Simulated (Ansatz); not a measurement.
Runs of Ansatz 0.2.0 on Ti. It takes space group P6_3/mmc (No. 194, hexagonal). Conventional cell: a = 2.950 Å, b = 2.950 Å, c = 4.680 Å, α = 90.00°, β = 90.00°, γ = 120.00°. Ti (site symmetry -6m2) has 12 Ti at 2.89 to 2.95 Å as nearest neighbours. 

| task | level | cell | k mesh | cutoff (eV) | smearing | gap on the mesh (eV) | pressure (GPa) | relaxed volume (Å³/atom) |
| --- | --- | --- | --- | --- | --- | --- | --- | --- |
| density of states | PBEsol+D3(BJ) | as given | 10 × 10 × 6 | 220 | methfessel-paxton 0.1 eV | none | -11.2 | - |
| elastic constants | LDA | as given | 7 × 7 × 5 | 232 | fermi-dirac 0.05 eV | none | (b) | - |
| relaxation of cell and atoms | RPBE+D4 | relaxed | 10 × 10 × 6 | - | fermi-dirac 0.05 eV | - | 0.0 | 17.38 |
| elastic constants | PBEsol | as given | 7 × 7 × 5 | 232 | fermi-dirac 0.05 eV | none | -5.5 | - |
| relaxation of cell and atoms | PBEsol+D4 | relaxed | 10 × 10 × 6 | - | fermi-dirac 0.05 eV | - | 0.0 | 16.57 |
| relaxation of cell and atoms | revPBE+D4 | relaxed | 10 × 10 × 6 | - | fermi-dirac 0.05 eV | - | 0.0 | (a) |
| relaxation of cell and atoms | RPBE+D3(BJ) | relaxed | 10 × 10 × 6 | - | fermi-dirac 0.05 eV | - | 0.0 | 13.01 |

Alike in all rows: potentials or basis all-electron LAPW, scalar-relativistic; no spin polarisation; basis error allowed 0.001 eV/atom.

Q: Estimate the missing entries.

A: (a) 17.31; (b) -9.5.

Caveats: the k mesh is thin for a metal, which can move the energy by tens of meV per atom (some runs); a metal's response needs a denser mesh (some runs); the cell is more than 3 GPa from zero pressure, which shifts response properties (some runs); elastic constants of metals need much finer meshes, so these are rough (some runs); pairwise dispersion overbinds metals, which lowers pressure and volume (some runs); the volume moved by over 15 % at a fixed basis, so the end points are rough (some runs); the volume moved by -26 % from the deposited cell, more than functionals usually miss (some runs).

A gap of «none» marks a metal or a gap under the smearing width.

Runs at the PBE level aren't shown here.
